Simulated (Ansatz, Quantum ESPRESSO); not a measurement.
This is a calculation of HfC for Ansatz 0.2.0. Atoms were shifted at random by some hundredths of an Å from the given cell, which wasn't relaxed again for these runs. The cell comes from a database or a generator and needn't be the stable form of this composition.

Contents of input.yaml:

```yaml
crystal:
  lattice:
    - [3.3428660531, 0.0, 0.0]
    - [-1.6714330265, 2.8950069234, 0.0]
    - [0.0, 0.0, 5.202714]
  atoms:
    - { symbol: Hf, position: [0.338784, 0.666551, 0.256221] }
    - { symbol: Hf, position: [0.676648, 0.342441, 0.74911] }
    - { symbol: C, position: [0.009691, 0.006772, 0.49964] }
    - { symbol: C, position: [0.001289, -0.005217, 0.003064] }
hamiltonian:
  xc: pbesol
  pseudopotentials: { kind: paw }
kpoints:
  mp_grid: { grid: [9, 9, 5] }
scf:
  occupations: { method: fermi_dirac, width: 0.05 }
output:
  forces: true
  stress: true
  eigenvalues: true
```

Potentials or basis: Ansatz PAW.

Command:

```bash
$ ansatz run input.yaml --threads 1 --pin off --max-ram 3584MiB --backend cpu --events-out ev --progress --plain --runs-dir out
```

Question: What does the same run look like in Quantum ESPRESSO 7.5? Potentials or basis there: GBRV 1.5 PBEsol, cutoff 612 eV.

Answer: As run (cutoffs and basis follow the program's own potentials, and thresholds, step limits or extra output files can differ):

Contents of pw.in:

```
&CONTROL
  calculation = 'scf'
  prefix = 'pwscf'
  outdir = './tmp'
  pseudo_dir = './pseudo'
  tprnfor = .true.
  tstress = .true.
  disk_io = 'nowf'
/
&SYSTEM
  ibrav = 0
  nat = 4
  ntyp = 2
  ecutwfc = 45
  ecutrho = 360
  nbnd = 24
  occupations = 'smearing'
  smearing = 'fd'
  degauss = 0.00367493
/
&ELECTRONS
  conv_thr = 8d-10
  electron_maxstep = 120
  mixing_beta = 0.5
/
ATOMIC_SPECIES
Hf   178.4900 hf_pbesol_v1.uspp.F.UPF
C     12.0110 c_pbesol_v1.2.uspp.F.UPF
CELL_PARAMETERS angstrom
   3.3428660531    0.0000000000    0.0000000000
  -1.6714330265    2.8950069234    0.0000000000
   0.0000000000    0.0000000000    5.2027140000
ATOMIC_POSITIONS crystal
Hf     0.3387840000    0.6665510000    0.2562210000
Hf     0.6766480000    0.3424410000    0.7491100000
C      0.0096910000    0.0067720000    0.4996400000
C      0.0012890000   -0.0052170000    0.0030640000
K_POINTS automatic
9 9 5 0 0 0
```

Potentials or basis: GBRV 1.5 PBEsol.

Launch:

```console
$ OMP_NUM_THREADS=1 mpirun -n 2 pw.x -nk 2 -in pw.in > pw.out
```

Both were run:

|  | Ansatz | Quantum ESPRESSO |
| --- | --- | --- |
| Pressure | -7.2 GPa | -7.1 GPa |
| Largest force | 0.643 eV/Å | 0.648 eV/Å |
| Energy over the undisturbed cell | 4.8 meV/atom | 4.8 meV/atom |

Ansatz's pressure holds a Pulay term of +0.23 GPa for its cutoff of 420 eV, which the other run lacks.

The potentials hold 60 and 32 valence electrons a cell.

Ansatz's potentials were made for PBE.

Where Ansatz's input types no cutoff or centring, it takes its own default and a Γ-centred mesh.

Pressure is positive in compression.
